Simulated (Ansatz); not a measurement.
MgTe (F-43m) from a database of computed structures was put through Ansatz (plane waves). Cell and atoms come from a relaxation with r2SCAN.

The cell:
```cif
data_structure
_symmetry_space_group_name_H-M 'P 1'
_symmetry_Int_Tables_number 1
_cell_length_a 4.5723
_cell_length_b 4.5723
_cell_length_c 4.5723
_cell_angle_alpha 60.000
_cell_angle_beta 60.000
_cell_angle_gamma 60.000
_cell_volume 67.59
loop_
_atom_site_label
_atom_site_type_symbol
_atom_site_fract_x
_atom_site_fract_y
_atom_site_fract_z
_atom_site_occupancy
Mg1 Mg 0.00000 0.00000 0.00000 1
Te1 Te 0.75000 0.75000 0.75000 1
```

Output, abridged:
```
Pseudopotential: Mg, paw, valence charge 10, recommended cutoff 420 eV (normal)
Pseudopotential: Te, paw, valence charge 16, recommended cutoff 420 eV (normal)
Functional definition: HSE06
Crystal: 2 atoms, lattice volume = 67.592 Å³
Basis set: ecut = 420 eV, 1363 PW (Γ)
Bands: 17, of which v1, the nominal top of the filled ones, is band 13 counted from 1 (12 counted from 0)
Symmetry: 24 space group operations
Space group: F-43m (ITA 216)
k-points: 8 of 64 (time reversal used)
[warm-up without exact exchange]
SCF 1 stopped early in 2 iterations: F = -8905.492320 eV  dr2 = 1.63e-5
[exact exchange on]
Exchange kernel: α = 0.2500, screened, ω = 0.2079 Å⁻¹, Wigner–Seitz truncation, v(0) = 1040.0302 eV·Å³, q-mesh 4×4×4
preconditioner: auto → none  [insulator: Δε(μ)=3.236 eV  ℏωp=12.8 eV]
SCF 2 stopped early in 5 iterations: F = -8910.459822 eV  dr2 = 5.68e-7
hybrid outer 1: dexx = +3.088e-3 eV, tail = 6.59e-5 eV
SCF 3 converged in 2 iterations: F = -8910.459825 eV  dr2 = 5.73e-8
hybrid outer 2: dexx = +1.406e-7 eV, tail = 1.41e-7 eV, Δε = 2.49e-3 eV
hybrid SCF converged: 2 outer / 7 inner (+2 warm-up)
Free energy (F): -8910.459826 eV
Fermi energy:    3.760461 eV
--- Per-component energies (eV) ---
  E_band       = -736.009733
  E_kinetic    = 256.340596
  E_local      = -3311.241260
  E_nonlocal   = -216.182194
  E_hartree    = 1577.863676
  E_xc         = -123.980532
  E_vxc        = -114.191707
  E_exx        = -96.641635
  E_paw        = -4893.287977
  E_vpaw       = -313.177878
  E_ewald      = -2103.114734
  E_core_change = -0.215590
--- G₀W₀: contour deformation, 6 samples at zero and on the imaginary axis and 2 off it, 64 q-points, 254 empty bands' worth ---
    ik  band        ε_KS         Σx   Σc(E_QP)       V_xc       Z   E_QP_lin       E_QP  E_QP is
     0    12      3.7605   -15.7932     1.1711   -13.9698  0.7939     3.1030     3.1082  root
     0    13      3.7605   -15.7932     1.1711   -13.9698  0.7939     3.1030     3.1082  root
     0    14      7.0363    -6.5649    -3.5205   -10.2063  0.8178     7.1573     7.1571  root
     0    15     10.1362    -5.0541    -3.7622    -8.9860  0.7990    10.3064    10.3060  root
     1    12      3.5176   -15.6628     1.2292   -13.7788  0.7920     2.8574     2.8629  root
     1    13      3.5176   -15.6628     1.2292   -13.7788  0.7920     2.8574     2.8629  root
     1    14      8.0758    -6.1345    -3.5702    -9.8515  0.8120     8.2229     8.2226  root
     1    15     10.4798    -4.8093    -3.8316    -8.7829  0.7962    10.6221    10.6217  root
     2    12      3.3086   -15.6072     1.2939   -13.6546  0.7900     2.6442     2.6499  root
     2    13      3.3086   -15.6072     1.2939   -13.6546  0.7900     2.6442     2.6499  root
     2    14      7.8206    -5.7766    -3.4877    -9.4162  0.8139     7.9728     7.9724  root
     2    15     10.1723    -4.3961    -3.7179    -8.2361  0.8018    10.2944    10.2942  root
     3    12      3.0369   -15.2970     1.3501   -13.2838  0.7882     2.3679     2.3738  root
     3    13      3.0369   -15.2970     1.3501   -13.2838  0.7882     2.3679     2.3738  root
     3    14      8.5385    -4.4847    -3.4780    -8.0180  0.8117     8.5938     8.5937  root
     3    15      8.8248    -5.9486    -3.6166    -9.7288  0.8073     8.9887     8.9883  root
     4    12      2.1948   -14.7010     1.5419   -12.4942  0.7805     1.5230     1.5298  root
     4    13      2.8538   -15.2774     1.4102   -13.2014  0.7862     2.1819     2.1881  root
     4    14      8.2550    -4.4982    -3.4346    -8.0074  0.8134     8.3297     8.3296  root
     4    15      9.9211    -5.7060    -3.7330    -9.5527  0.8003    10.0349    10.0347  root
     5    12      2.1075   -14.6375     1.5768   -12.3937  0.7794     1.4335     1.4404  root
     5    13      3.2859   -15.5448     1.2853   -13.6024  0.7901     2.6232     2.6288  root
     5    14      8.9505    -5.1761    -3.6451    -8.9560  0.8073     9.0855     9.0852  root
     5    15     10.3797    -5.1989    -3.8661    -9.0830  0.7956    10.3977    10.3977  root
     6    12      2.4844   -15.1251     1.5263   -12.9274  0.7824     1.8063     1.8129  root
     6    13      2.4844   -15.1251     1.5263   -12.9274  0.7824     1.8063     1.8129  root
     6    14      7.3298    -3.8615    -3.2411    -7.1226  0.8193     7.3498     7.3498  root
     6    15      8.0999    -5.0979    -3.3742    -8.6137  0.8141     8.2416     8.2414  root
```

The points are ik 0 = (0, 0, 0) (Γ), ik 1 = (0, 0, 1/4), ik 2 = (0, 0, -1/2), ik 3 = (0, 1/4, 1/4), ik 4 = (0, 1/4, -1/2), ik 5 = (0, 1/4, -1/4), ik 6 = (0, -1/2, -1/2); band 13 is the last filled one.

Question: What input produced it? Give the YAML.

Answer:
```yaml
crystal:
  # lattice and atoms as above
kpoints:
  mp_grid: { grid: [4, 4, 4] }
hamiltonian:
  xc: hse06
scf:
  occupations: { method: fixed }
gw:
  n_empty_bands: 254
  ecut_chi: 140
  qp_bands: [v2, c2]
  qp_kpoints: band_edges
  screening: { model: contour_deformation }
```
The exchange loop and the term E_exx show exact exchange. The quasiparticle table needs the gw block. Not every key shows in the log; this is the file that was used.

Command: `ansatz run input.yaml --threads 4 --pin off --max-ram 5529MiB --backend cpu --events-out ev --progress --plain --runs-dir out`. Wall time 71 s on 4 threads of Arm Neoverse V1, on a shared host; peak host memory 0.88 GiB.

Calculated for a static, non-magnetic cell.

Spin-orbit coupling is left out, which matters wherever the heavy atoms make up the band edges.
